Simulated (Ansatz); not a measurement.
A run of Ansatz 0.2.0 is set up as follows.

Contents of input.yaml:

```yaml
crystal:
  lattice:
    - [4.99495987, 0.0, 0.0]
    - [0.0, 4.99495987, 0.0]
    - [0.0, 0.0, 3.40900096]
  atoms:
    - { symbol: Pb, position: [0.5, 0.5, 0.5] }
    - { symbol: Pb, position: [0.0, 0.0, 0.0] }
    - { symbol: O, position: [0.69257104, 0.69257104, 0.0] }
    - { symbol: O, position: [0.80742896, 0.19257104, 0.5] }
    - { symbol: O, position: [0.19257104, 0.80742896, 0.5] }
    - { symbol: O, position: [0.30742896, 0.30742896, 0.0] }
hamiltonian:
  xc: pbe
  pseudopotentials: { kind: nc, accuracy: standard }
kpoints:
  mp_grid: { grid: [6, 6, 8] }
  band_path:
    path:
      - [[0.0, 0.0, 0.0], [0.0, 0.5, 0.0], [0.5, 0.5, 0.0], [0.0, 0.0, 0.0], [0.0, 0.0, 0.5], [0.0, 0.5, 0.5], [0.5, 0.5, 0.5], [0.0, 0.0, 0.5]]
      - [[0.0, 0.5, 0.0], [0.0, 0.5, 0.5]]
      - [[0.5, 0.5, 0.0], [0.5, 0.5, 0.5]]
    npoints: 14
scf:
  occupations: { method: fermi_dirac, width: 0.05 }
  n_extra_bands: 15
output:
  forces: true
  stress: true
  eigenvalues: true
  fatbands: false
```

Potentials or basis: PseudoDojo standard (PBE files).

Run with:

```bash
$ ansatz run input.yaml --threads 2 --pin off --max-ram 5632MiB --backend cpu --events-out ev --progress --plain --runs-dir out
```

(1) What does it give for the band gap along the path?

(2) Predict the largest force.

Answers

(1) none (metal or under the smearing width).

(2) 0.033 eV/Å.

Caveat: spin-orbit coupling is left out, which moves the levels of the heavy elements.
